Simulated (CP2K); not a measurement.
Runs of CP2K 2026.2 on SnTe. The structure is cubic, space group Pm-3m (No. 221). Conventional cell: a = 3.905 Å, b = 3.905 Å, c = 3.905 Å, α = 90.00°, β = 90.00°, γ = 90.00°. Te (site symmetry m-3m) has 8 Sn at 3.38 Å as nearest neighbours. Sn (site symmetry m-3m) has 8 Te at 3.38 Å as nearest neighbours. Measurements of this composition are mostly on another form, of space group No. 225.

```tsv
task	level	potentials or basis	smearing	NGRIDS	points a segment of the path (NPOINTS)	bands added on the path	cutoff radius of the dispersion sum (A)	gap on the mesh (eV)	pressure (GPa)
single point	PBE	POTENTIAL_UZH Te GTH-PBE-q6, Sn GTH-PBE-q4; TZVP-MOLOPT-PBE-GTH basis	gaussian 0.05 eV	4	-	-	-	none	-0.1
single point	RPBE	POTENTIAL_UZH Te GTH-PBE-q6, Sn GTH-PBE-q4; TZVP-MOLOPT-PBE-GTH basis	gaussian 0.05 eV	4	-	-	-	none	(a)
band structure	PBEsol+D3(BJ)	POTENTIAL_UZH Te GTH-PBE-q6, Sn GTH-PBE-q4; TZVP-MOLOPT-PBE-GTH basis	gaussian 0.1 eV	5	6	2	20	none	-3.8
single point	LDA	GTH_POTENTIALS Te GTH-PADE-q6, Sn GTH-PADE-q4; TZVP-MOLOPT-PBE-GTH basis	gaussian 0.1 eV	5	-	-	-	none	-4.0
```

Alike in all rows: no spin polarisation; cell as given; k mesh 7 × 7 × 7.

**Question.** Estimate the missing entries.

**Answer.** (a) 0.5.

Caveats: the basis of atomic orbitals isn't converged, which shifts pressures, moduli and gaps; the potentials were made for another functional, which shifts forces and pressure (some runs); spin-orbit coupling is left out, which moves the levels of the heavy elements (some runs); pairwise dispersion overbinds metals, which lowers pressure and volume (some runs).

A k mesh can miss the band edges, and the runs leave out spin-orbit coupling on Sn, Te.

A gap of «none» marks a metal or a gap under the smearing width.
